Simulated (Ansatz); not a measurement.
A relaxed cell of SnTe is given with its symmetry left out. It was relaxed at this level from a cell as deposited in COD.

These are results of DFT PBE, scalar-relativistic, plane waves, PAW (Ansatz 0.2.0), not measurements. Cutoff 420 eV, Γ-centred mesh, Gaussian smearing, no spin polarisation.

```cif
data_structure
_symmetry_space_group_name_H-M 'P 1'
_symmetry_Int_Tables_number 1
_cell_length_a 4.5342
_cell_length_b 4.5342
_cell_length_c 4.5342
_cell_angle_alpha 60.000
_cell_angle_beta 60.000
_cell_angle_gamma 60.000
_cell_volume 65.92
loop_
_atom_site_label
_atom_site_type_symbol
_atom_site_fract_x
_atom_site_fract_y
_atom_site_fract_z
_atom_site_occupancy
Sn1 Sn 0.00000 0.00000 0.00000 1
Te1 Te 0.50000 0.50000 0.50000 1
```

Formation energies are uncorrected and refer to the elements' standard structures at the same level. The references include grey tin.

Question: What space group does it have?

Answer: Fm-3m (No. 225), the rock salt type. Conventional cell: a = 6.412 Å. Sn has 6 Te at 3.21 Å; around Te lie 6 Sn at 3.21 Å.

Question: How far does it lie from the elements in energy?

Answer: −0.288 eV/atom. Whether it is stable depends on the other phases of the system, which aren't compared here.

Question: Is it a metal?

Answer: No, the gap on the 10×10×10 mesh is 0.06 eV.

The last run used a 10×10×10 mesh for its 2-atom cell and Gaussian smearing of 0.01 eV. Spin–orbit coupling, which can matter for Te, is left out. The reference form of Te is held partly by dispersion forces, which this level lacks. Small gaps are read on the mesh alone, and bands can cross between its points. A structure relaxed within its symmetry needn't be a true minimum.
